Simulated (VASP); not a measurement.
Crystal: Ge.

```
CELL_PARAMETERS angstrom
3.99759 0.00000 0.00000
-1.99879 3.46201 0.00000
0.00000 0.00000 6.59938
ATOMIC_POSITIONS crystal
Ge 0.33333 0.66667 0.93710
Ge 0.66667 0.33333 0.43710
Ge 0.33333 0.66667 0.56290
Ge 0.66667 0.33333 0.06290
```

This isn't the form of Ge at room conditions, which is diamond.

* Program: VASP 6.6.1
* Task: relaxation of cell and atoms
* Functional: optB88-vdW
* Potentials or basis: VASP PAW PBE potentials, release 64 (Ge_d)
* Cutoff: 600 eV
* k mesh: 6 × 6 × 3
* Occupations: fermi-dirac, width 0.05 eV
* Spin: no spin polarisation

At the start: pressure 2.6 GPa; volume 22.83 Å³/atom.

**Question.** Where does the relaxation end?

**Answer.** Over 7 steps the energy falls by 7.6 meV/atom and the volume is 23.73 Å³/atom (+3.9 %); space group P6_3/mmc (No. 194, to 0.05 Å).

Step by step:
```
step  energy change (eV)  largest force (eV/Å)  pressure (GPa)  volume (Å³)
   1              0.0000                0.0407            2.65        91.33
   2             -0.0275                0.0435           -0.94        96.41
   3             -0.0307                0.0205           -0.10        95.09
   4             -0.0306                0.0180            0.17        94.93
   5             -0.0306                0.0252           -0.28        95.01
   6             -0.0298                0.0082            0.50        94.48
   7             -0.0306                0.0179            0.08        94.90
```

Final structure:
```yaml
crystal:
  lattice:
    - [4.05083, 0.00000, 0.00000]
    - [-2.02542, 3.50812, 0.00000]
    - [0.00000, 0.00000, 6.67832]
  atoms:
    - { symbol: Ge, position: [0.33333, 0.66667, 0.93692] }
    - { symbol: Ge, position: [0.66667, 0.33333, 0.43692] }
    - { symbol: Ge, position: [0.33333, 0.66667, 0.56308] }
    - { symbol: Ge, position: [0.66667, 0.33333, 0.06308] }
```

Caveat: the PAW data sets were made with another functional, which shifts forces and pressure a little.
